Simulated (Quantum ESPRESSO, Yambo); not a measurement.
# CsH (Fm-3m): Bethe-Salpeter spectra with Yambo, part 4 of 4

Aim: the absorption spectrum of CsH (Fm-3m) with electron-hole interaction, and what each part of the kernel does.

Quantum ESPRESSO 7.5 and Yambo 5.3.0; PBEsol and many-body steps on it, plane waves. Known limits of the many-body steps: not at the basis limit; no spin-orbit coupling; bindings not settled in the k mesh.

So far. Step 13 (Empty states on the mesh, 6×6×6 mesh, 42 bands): On this mesh the gap is 2.149 eV. Step 15 (k mesh (6×6×6)): The lowest state lies at 3.721 eV, 0.588 eV under the direct gap.

The database entry behind the starting cell differs from later determinations by our own check (0.1 to 0.3 % short, probably kX units), so it need not match the best structure at ambient conditions.

### Step 15. k mesh (6×6×6) (continued)

Level of this step: Bethe-Salpeter equation on PBEsol with a scissors shift, plane waves, norm-conserving pseudopotentials (Yambo).

The ε₂ has structure finer than the step of the table below, so its rows give means over 0.2 eV, whole bins alone (the curve runs from 0 to 7 eV). Peaks (eV: height): BSE 3.70: 5.24, 4.30: 7.64, 5.35: 2.82, 5.80: 5.08, 6.15: 3.87, 6.85: 3.78; no electron-hole interaction 4.30: 1.14, 5.30: 4.24, 6.45: 3.79, 6.85: 2.73.

Field along x; broadening 0.1 eV; transition window only. Limits: finite bands, cutoff and mesh; no spin-orbit coupling; exciton not shown settled in the k mesh. ε₂ against photon energy; means over each step:

```
photon energy (eV)     BSE  no electron-hole interaction
               0.2  0.0174                       0.00976
               0.4  0.0189                        0.0103
               0.6  0.0207                        0.0110
               0.8  0.0228                        0.0117
               1.0  0.0252                        0.0126
               1.2  0.0281                        0.0135
               1.4  0.0317                        0.0145
               1.6  0.0360                        0.0157
               1.8  0.0415                        0.0171
               2.0  0.0486                        0.0187
               2.2  0.0580                        0.0206
               2.4  0.0710                        0.0228
               2.6  0.0901                        0.0256
               2.8   0.120                        0.0291
               3.0   0.174                        0.0336
               3.2   0.287                        0.0397
               3.4   0.635                        0.0485
               3.6    2.66                        0.0628
               3.8    3.63                        0.0908
               4.0    1.52                         0.172
               4.2    4.20                         0.626
               4.4    4.60                         0.728
               4.6    1.36                         0.286
               4.8    1.71                         0.337
               5.0    1.01                         0.839
               5.2    1.46                          3.16
               5.4    2.24                          2.71
               5.6    2.44                         0.864
               5.8    4.39                         0.604
               6.0    2.93                          1.31
               6.2    3.05                          1.69
               6.4    1.74                          2.93
               6.6    2.20                          1.87
               6.8    3.18                          2.24
```

The window of bands is narrower than in the first exciton run, so this row is not like for like with it.

The program warns that the window of bands cuts a degenerate level, which breaks the symmetry of states and spectrum.

### Step 16. The runs together

Times are wall times on 4 MPI ranks of Arm Neoverse V2, shared host, good to a factor of about two.

```
                                   run   mesh  transitions  broadening (eV)  direct gap (eV)  lowest state (eV)  binding (eV)  mesh cell's term (eV)  tallest peak (eV)  height     time
                              excitons  4×4×4         1536              0.1            4.309              3.526         0.783                  0.837               4.75    10.4     32 s
                      levels from G0W0  4×4×4         1280              0.1            4.309              3.531         0.778                  0.837               4.80    10.1     15 s
            triplet (no exchange term)  4×4×4         1280              0.1            4.309              3.446         0.863                  0.837                  -       -     13 s
                   beyond Tamm-Dancoff  4×4×4         1280              0.1            4.309              3.521         0.788                  0.837               4.70    9.31     79 s
                 finite momentum (q 2)  4×4×4         1280              0.1                -              4.100             -                      -               4.40    6.07     15 s
                 finite momentum (q 3)  4×4×4         1280              0.1                -              4.391             -                      -               5.00    7.08     15 s
RPA with local fields (no direct term)  4×4×4         1536              0.1            4.309                  -             -                      -               8.00    5.88    3.2 s
                        k mesh (6×6×6)  6×6×6         4320              0.1            4.309              3.721         0.588                  0.581               4.30    7.64  4.8 min
```

### Step 17. Results

| Property | Result |
| --- | --- |
| excitons | lowest state 3.526 eV (not settled in the k mesh) |
| levels from G0W0 | lowest state 3.531 eV (not settled in the k mesh) |
| triplet (no exchange term) | lowest state 3.446 eV (not settled in the k mesh) |
| beyond Tamm-Dancoff | lowest state 3.521 eV (not settled in the k mesh) |
| finite momentum (q 2) | lowest state 4.100 eV (not settled in the k mesh) |
| finite momentum (q 3) | lowest state 4.391 eV (not settled in the k mesh) |
| RPA with local fields (no direct term) | tallest peak 8.0 eV |
| k mesh (6×6×6) | lowest state 3.721 eV (not settled in the k mesh) |

On the 4×4×4 mesh the lowest exciton lies at 3.526 eV, 0.783 eV below the direct gap; one cell of the mesh carries a screened Coulomb term of 0.84 eV, so this binding is not shown settled. Levels from G0W0, against «excitons (4×4×4)»: the lowest state stays within 0.01 eV (keys changed: BSEBands, BEnRange, KfnQP_E, BEnSteps and the band window). Triplet (no exchange term), against «excitons (4×4×4)»: the lowest state moves by −0.079 eV (keys changed: BSEBands, BSENGexx, BEnRange, BEnSteps and the band window). Triplets are dark. Beyond Tamm-Dancoff, against «excitons (4×4×4)»: the lowest state stays within 0.01 eV (keys changed: BSEBands, BSEmod, BEnRange, BEnSteps and the band window). Finite momentum (q 2), against «excitons (4×4×4)»: the lowest state moves by +0.575 eV (keys changed: BSEBands, BSEQptR, BEnRange, BEnSteps and the band window). Finite momentum (q 3), against «excitons (4×4×4)»: the lowest state moves by +0.866 eV (keys changed: BSEBands, BSEQptR, BEnRange, BEnSteps and the band window). RPA with local fields (no direct term), against «excitons (4×4×4)»: the tallest peak goes from 4.75 eV to 8.00 eV (keys changed: BSKmod, BSSmod and BSHayTrs). k mesh (6×6×6), against «excitons (4×4×4)»: the lowest state moves by +0.196 eV (keys changed: BndsRnXs, NGsBlkXs, BSEBands, BSENGBlk, BEnRange, BEnSteps, the mesh and the band window). A rigid shift treats all transitions alike. In the G0W0 table the openings from the upper filled bands to the empty bands at the same k run from +2.16 to +3.03 eV (median +2.68), where the shift is +2.16 eV, so peaks stand off by such differences. Lines within a few meV of each other can be one level split by numerical noise, or distinct levels. Screening is static and electronic alone, and only transitions inside the band window count. The many-body steps are scalar-relativistic: spin-orbit coupling is not in them.

[Paths, hosts, dates, memory and timing lines, banners, echoed tables and standing remarks are left out of the program output.]

[Logs are printed without paths, hosts, clocks, repeated set-up lines and the standing remarks that a program may print on its own settings, such as how far it seeks lower states.]

[Runs of the session that timed out or met a known fault of the program may be left out.]

[Hosts, paths, dates, database ids (printed as entryN), source tags and the programs' standing remarks are cut or masked in the printed files.]
